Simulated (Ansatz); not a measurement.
The following input was run with Ansatz 0.2.0.

```yaml
crystal:
  lattice:
    - [3.1593699056, 0.0, 0.0]
    - [-1.5796849528, 2.7360945982, 0.0]
    - [0.0, 0.0, 5.4508227252]
  atoms:
    - { symbol: Hf, position: [0.6666666667, 0.3333333333, 0.75] }
    - { symbol: Hf, position: [0.3333333333, 0.6666666667, 0.25] }
    - { symbol: "N", position: [0.0, 0.0, 0.0] }
    - { symbol: "N", position: [0.0, 0.0, 0.5] }
basis:
  ecutwfc: 500
kpoints:
  mp_grid: { grid: [18, 18, 8] }
  band_path:
    path:
      - [[0.0, 0.0, 0.0], [0.5, 0.0, 0.0], [0.33333333, 0.33333333, 0.0], [0.0, 0.0, 0.0], [0.0, 0.0, 0.5], [0.5, 0.0, 0.5], [0.33333333, 0.33333333, 0.5], [0.0, 0.0, 0.5]]
      - [[0.5, 0.0, 0.5], [0.5, 0.0, 0.0]]
      - [[0.33333333, 0.33333333, 0.5], [0.33333333, 0.33333333, 0.0]]
    npoints: 14
hamiltonian:
  xc: r2scan
scf:
  occupations: { method: gaussian, width: 0.1 }
  n_extra_bands: 10
output:
  forces: true
  stress: true
  eigenvalues: true
  populations: true
  dos: { projected: true, de: 0.02, nscf_kmesh: { grid: [27, 27, 12] } }
  bader: true
  write_density: true
  write_potential: true
  elf: true
  volumetric_format: npy
```

Command:
```bash
ansatz run input.yaml --threads 1 --pin off --max-ram 2560MiB --backend cpu --events-out ev --progress --plain --runs-dir out
```

Theory: Ansatz 0.2.0, DFT r2SCAN, scalar-relativistic, plane waves, PAW.

Abridged output (iterations and final results):

```
SCF iter   1: F=—  HF=-32243.104416 eV  |F-HF|=—  |Δ(HF+E_count)|=         —  Δρ=1.37e-2  dr2=7.49e-2  dr2_τ=2.81e-1  ethr=1.77e-3  ⟨swp⟩=5.1  Hψ=24618  notcnv=0  defer=160
SCF iter   2: F=—  HF=-32243.216924 eV  |F-HF|=—  |Δ(HF+E_count)|=   1.13e-1  Δρ=8.18e-3  dr2=3.33e-2  dr2_τ=2.09e-3  ethr=1.21e-4  ⟨swp⟩=2.0  Hψ=16301  notcnv=0  defer=349
SCF iter   3: F=—  HF=-32243.212697 eV  |F-HF|=—  |Δ(HF+E_count)|=   4.23e-3  Δρ=5.05e-3  dr2=9.03e-3  dr2_τ=8.59e-4  ethr=5.38e-5  ⟨swp⟩=2.4  Hψ=11452  notcnv=0  defer=349
SCF iter   4: F=—  HF=-32243.212408 eV  |F-HF|=—  |Δ(HF+E_count)|=   2.89e-4  Δρ=1.49e-3  dr2=6.63e-4  dr2_τ=5.74e-5  ethr=1.46e-5  ⟨swp⟩=2.0  Hψ=9141  notcnv=0  defer=349
SCF iter   5: F=—  HF=-32243.212485 eV  |F-HF|=—  |Δ(HF+E_count)|=   7.77e-5  Δρ=3.96e-4  dr2=1.09e-4  dr2_τ=6.44e-6  ethr=1.07e-6  ⟨swp⟩=2.0  Hψ=11367  notcnv=0  defer=349
SCF iter   6: F=—  HF=-32243.212489 eV  |F-HF|=—  |Δ(HF+E_count)|=   3.47e-6  Δρ=2.80e-4  dr2=3.71e-5  dr2_τ=3.20e-6  ethr=1.76e-7  ⟨swp⟩=2.0  Hψ=11573  notcnv=0  defer=349
SCF iter   7: F=—  HF=-32243.212491 eV  |F-HF|=—  |Δ(HF+E_count)|=   2.09e-6  Δρ=6.58e-5  dr2=2.05e-6  dr2_τ=5.12e-8  ethr=5.99e-8  ⟨swp⟩=2.0  Hψ=11424  notcnv=0  defer=349
SCF iter   8: F=—  HF=-32243.212491 eV  |F-HF|=—  |Δ(HF+E_count)|=   4.44e-8  Δρ=2.63e-5  dr2=3.84e-7  dr2_τ=1.75e-8  ethr=3.30e-9  ⟨swp⟩=2.7  Hψ=12200  notcnv=0  defer=349
SCF iter   9: F=-32243.212491 eV  HF=-32243.212491 eV  |F-HF|=7.95e-9  |Δ(HF+E_count)|=   3.86e-8  Δρ=3.88e-6  dr2=8.68e-9  dr2_τ=3.81e-10  ethr=1.61e-10  ⟨swp⟩=12.1  Hψ=47110  notcnv=0
SCF 1 converged in 9 iterations: F = -32243.212491 eV  dr2 = 8.68e-9
SCF converged after 9 iterations
Free energy (F): -32243.212491 eV
Harris-Foulkes:  -32243.212491 eV  (|F-HF|=7.95e-9)
Internal energy: -32243.209964 eV  (E = F + TS)
E sigma→0 (E₀):  -32243.211227 eV
Entropy (-TS):   -0.002527 eV (-0.632 meV/atom)
Fermi energy:    22.944379 eV
--- Per-component energies (eV) ---
  E_band       = 288.358376
  E_kinetic    = 1112.735773
  E_local      = -9572.508548  (includes V_loc(G=0)·N_el)
  E_nonlocal   = -2406.831681
  E_hartree    = 4534.996225
  E_xc         = -688.683959
  E_vxc        = -759.074943  (∫ρ·V_xc dr)
  E_paw        = -14161.064301  (= ΣΔE_a)
  E_vpaw       = 2805.681276  (= ΣTr[D̂ρ^β])
  E_aug_tail   = 0.000037  (compensation charges beyond the density's cutoff)
  E_vtau       = 38.367484  (kinetic-family band-sum trace: ∫τ·v_τ [+ j·A + Jᵃ·Aᵃ] dr)
  E_ewald      = -11062.437424
  E_core_change = 0.583914  (= ΣΔE_core)
  E_smearing   = -0.002527  (= −TS)
--- Forces (eV/Å), atoms counted from 1 ---
  atom   1  Hf     0.00000000     0.00000000     0.00000000
  atom   2  Hf     0.00000000     0.00000000     0.00000000
  atom   3  N      0.00000000     0.00000000     0.00000000
  atom   4  N      0.00000000     0.00000000     0.00000000
--- Stress (GPa, compression-positive) ---
       -3.876954       0.000000       0.000000
        0.000000      -3.876954       0.000000
        0.000000       0.000000      -3.854509
  P = ⅓ Tr σ = -3.8695 GPa (-38.695 kbar)
--- Band table (eV; the first three rows and the last of 185) ---
  k-point 0: bands = ["-41.3874", "-41.3426", "-10.0294", "-9.2253", "-9.1205", "-9.1205", "-9.0672", "-9.0672", "4.8376", "7.5476", "10.1961", "10.2091", "10.2127", "10.2127", "10.2651", "10.2703", "10.2703", "10.2725", "10.2725", "10.2871", "10.2871", "10.3432", "10.3451", "10.3542", "14.1330", "17.9760", "17.9760", "19.1670", "19.1670", "21.0045", "22.5117", "23.7945", "23.7945", "24.0227", "24.9499", "24.9499", "24.9871", "28.6784", "28.6784", "30.5217", "30.5227"]
  k-point 1: bands = ["-41.3857", "-41.3443", "-10.0011", "-9.2585", "-9.1185", "-9.1185", "-9.0692", "-9.0692", "4.9231", "7.4106", "10.1981", "10.2124", "10.2129", "10.2129", "10.2638", "10.2638", "10.2653", "10.2733", "10.2733", "10.2932", "10.2932", "10.3414", "10.3433", "10.3450", "14.3436", "17.9949", "17.9949", "19.0769", "19.0769", "20.3122", "23.0393", "23.9877", "23.9877", "24.2101", "25.0109", "25.0880", "25.0880", "28.4920", "28.4920", "29.6394", "30.1673"]
  k-point 2: bands = ["-41.3809", "-41.3492", "-9.9197", "-9.3519", "-9.1127", "-9.1127", "-9.0750", "-9.0750", "5.1706", "7.0466", "10.2040", "10.2142", "10.2142", "10.2196", "10.2498", "10.2498", "10.2659", "10.2808", "10.2808", "10.2995", "10.2995", "10.3136", "10.3435", "10.3448", "14.9234", "18.0572", "18.0572", "18.8551", "18.8551", "19.1453", "23.7442", "24.5084", "24.5084", "24.7175", "25.0593", "25.4792", "25.4792", "27.9921", "27.9921", "28.2536", "29.3156"]
  k-point 184: bands = ["-41.3112", "-41.3112", "-9.7116", "-9.7116", "-9.6699", "-9.6699", "-9.2958", "-9.2958", "6.7901", "6.7901", "10.2502", "10.2502", "10.2576", "10.2576", "10.2635", "10.2635", "10.2742", "10.2742", "10.2793", "10.2793", "10.3160", "10.3160", "10.3499", "10.3499", "15.5494", "15.5494", "17.7459", "17.7459", "18.2225", "18.2225", "23.4231", "23.4231", "26.0695", "26.0695", "28.9030", "28.9030", "29.0678", "29.0678", "29.6516", "29.6516", "33.8923"]
--- Löwdin populations: 4 sites ---
  site symbol q [e]
     0     Hf     25.2222
     1     Hf     25.2222
     2      N      5.7067
     3      N      5.7067
  spilling = 0.002292 (of n_electrons = 62.000000)
--- Bader charges: 4 sites ---
  site symbol charge [e]  shift [e]
     0     Hf      1.9285     0.0023
     1     Hf      1.9285     0.0023
     2      N     -1.9285     0.0023
     3      N     -1.9285     0.0023
  estimated error of the sums over rays = 7.3e-4 e
```

The run converged.

Time: 110 s on 1 thread of Arm Neoverse V2 (shared host), peak memory 0.97 GiB.

Spin–orbit coupling is left out, which can shift energies with elements as heavy as these.